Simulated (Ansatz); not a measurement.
Geometry optimisation, Ansatz, DFT PBE-D3(BJ), scalar-relativistic, plane waves, PAW.

Input file:

```yaml
crystal:
  lattice:
    - [5.653985, 0.0, 0.0]
    - [-2.826992, 4.896495, 0.0]
    - [0.0, 0.0, 18.705904]
  atoms:
    - { symbol: Ba, position: [0.0, 0.0, 0.0534591] }
    - { symbol: Ti, position: [0.3333333, 0.6666667, 0.1106588] }
    - { symbol: O, position: [0.4972, 0.9944, 0.058552] }
    - { symbol: O, position: [0.0056, 0.5028, 0.058552] }
    - { symbol: O, position: [0.4972, 0.5028, 0.058552] }
    - { symbol: Ba, position: [0.6666667, 0.3333333, 0.1773753] }
    - { symbol: Ti, position: [0.0, 0.0, 0.2345751] }
    - { symbol: O, position: [0.1638667, 0.3277333, 0.1824683] }
    - { symbol: O, position: [0.6722667, 0.8361333, 0.1824683] }
    - { symbol: O, position: [0.1638667, 0.8361333, 0.1824683] }
    - { symbol: Ba, position: [0.3333333, 0.6666667, 0.3012916] }
    - { symbol: Ti, position: [0.6666667, 0.3333333, 0.3584913] }
    - { symbol: O, position: [0.8305333, 0.6610667, 0.3063845] }
    - { symbol: O, position: [0.3389333, 0.1694667, 0.3063845] }
    - { symbol: O, position: [0.8305333, 0.1694667, 0.3063845] }
basis:
  ecutwfc: 420.0
kpoints:
  mp_grid: { grid: [2, 2, 1] }
hamiltonian:
  xc: pbe
  dispersion: d3bj
  pseudopotentials: { kind: paw, azcp: { folder: soft_1 } }
scf:
  occupations: { method: fermi_dirac, width: 0.05 }
  lower_state_search: "off"
relax:
  f_tol: 0.08
  max_steps: 25
  adjacent_minimum: "off"
  constraints: [{ sites: [0, 1, 2, 3, 4] }]
```

Run as:

```bash
$ ansatz run input.yaml --threads 1 --pin off --max-ram 3072MiB --backend cpu --events-out ev --progress --plain --runs-dir out
```

Problem. Where does it end, and by what steps?

Solution. The forces met the threshold. The force dipped under the threshold on the way, but the program's further checks kept it going. Limits of this set-up: coarse k mesh, thin slab, slab without dipole correction. After 7 steps the energy has fallen by 1.929 eV; O15 moved furthest, 0.36 Å.

```json
{"step": "0", "energy less start (eV)": "0.0000", "largest force component (eV/Å)": "5.358", "accepted": "yes"}
{"step": "1", "energy less start (eV)": "-1.3496", "largest force component (eV/Å)": "2.844", "accepted": "yes"}
{"step": "2", "energy less start (eV)": "-1.8612", "largest force component (eV/Å)": "0.852", "accepted": "yes"}
{"step": "3", "energy less start (eV)": "-1.9173", "largest force component (eV/Å)": "0.306", "accepted": "yes"}
{"step": "4", "energy less start (eV)": "-1.9272", "largest force component (eV/Å)": "0.155", "accepted": "yes"}
{"step": "5", "energy less start (eV)": "-1.9273", "largest force component (eV/Å)": "0.174", "accepted": "yes"}
{"step": "6", "energy less start (eV)": "-1.9292", "largest force component (eV/Å)": "0.013", "accepted": "yes"}
{"step": "7", "energy less start (eV)": "-1.9292", "largest force component (eV/Å)": "0.014", "accepted": "yes"}
```

```xyz
15
Lattice="5.6540 0.0000 0.0000 -2.8270 4.8965 0.0000 0.0000 0.0000 18.7059" Properties=species:S:1:pos:R:3
Ba 0.000 0.000 1.000
Ti 0.000 3.264 2.070
O 0.000 4.869 1.095
O -1.390 2.462 1.095
O 1.390 2.462 1.095
Ba 2.827 1.632 3.010
Ti 0.000 0.000 4.512
O 0.000 1.599 3.645
O 1.442 4.097 3.645
O -1.442 4.097 3.645
Ba 0.000 3.264 5.632
Ti 2.827 1.632 6.700
O 2.827 3.276 6.091
O 1.403 0.810 6.091
O 4.251 0.810 6.091
```

Time of the run: 31 s on 1 thread of Intel(R) Xeon(R) Platinum 8488C (Sapphire Rapids), with other jobs on the host, peak memory 0.76 GiB.
